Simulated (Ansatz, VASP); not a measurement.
# Nb, level by level in two programs

```
CELL_PARAMETERS angstrom
-1.69658 1.69658 1.69658
1.69658 -1.69658 1.69658
1.69658 1.69658 -1.69658
ATOMIC_POSITIONS crystal
Nb 0.00000 0.00000 0.00000
```

Change from the starting cell: volume scaled by 1.06.

Single points on this cell with VASP 6.6.1 and Ansatz 0.2.0. Each row is one pair of runs. Alike in all rows: spin: off; k mesh: 11 × 11 × 11; smearing: fermi-dirac, width 0.05 eV; VASP's potentials, cutoff: VASP PAW PBE potentials, release 64 (Nb_sv), 520 eV.

```tsv
level	Ansatz's potentials, cutoff	gap on the k mesh at the Fermi level (eV), VASP	gap on the k mesh at the Fermi level (eV), Ansatz	pressure (GPa), VASP	pressure (GPa), Ansatz
PBE	Ansatz PAW earlier set, 708 eV	none	none	-10.9	-10.7
PBE	Ansatz PAW, 420 eV	none	none	-10.9	-10.7
PBEsol	Ansatz PAW, 420 eV	none	none	-16.2	-15.9
```

Pressure (GPa): the two programs differ by at most 0.28.

A gap of «none» marks a metal or a gap that the smearing closes.

Caveats: the PAW data sets were made with another functional, which shifts forces and pressure a little (VASP); the PAW data sets come from PBE, with cores solved anew for the run's functional, which leaves a small shift of forces and pressure (Ansatz).
